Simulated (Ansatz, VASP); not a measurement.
PbO: VASP beside Ansatz

```
CELL_PARAMETERS angstrom
3.97440 0.00000 0.00000
0.00000 3.97440 0.00000
0.00000 0.00000 5.02200
ATOMIC_POSITIONS crystal
Pb 0.00000 0.50000 0.23510
Pb 0.50000 0.00000 0.76490
O 0.00000 0.00000 0.00000
O 0.50000 0.50000 0.00000
```

Alike in both runs: task single point; functional PBE; dispersion D3(BJ); k mesh 4 × 4 × 4; occupations gaussian, width 0.1 eV; no spin polarisation.

|  | VASP | Ansatz |
| --- | --- | --- |
| version | VASP 6.6.1 | Ansatz 0.2.0 |
| potentials or method | VASP PAW PBE potentials, release 64 (Pb_d, O) | scalar-relativistic, plane waves, PAW |
| plane-wave cutoff (eV) | 520 | 420 |
| valence electrons in the cell | 40 | 40 |

```csv
,VASP,Ansatz,Ansatz less VASP
gap on the k mesh at the Fermi level (eV),1.25,1.25,-0.009
least direct gap on the mesh (eV),2.32,2.32,-0.002
pressure (GPa),3.0,3.0,-0.09
largest component of the traceless stress (GPa),0.66,0.64,-0.015
rms of the force components (eV/Å),0.207,0.189,-0.0181
```

Atom by atom the forces differ by 0.018 eV/Å (rms over components).

Caveats: spin-orbit coupling is left out, which as a rule narrows the gap of such compounds by several tenths of an eV. A k mesh can miss the band edges. A hybrid or GW would open this gap; PBE tends to underestimate it.
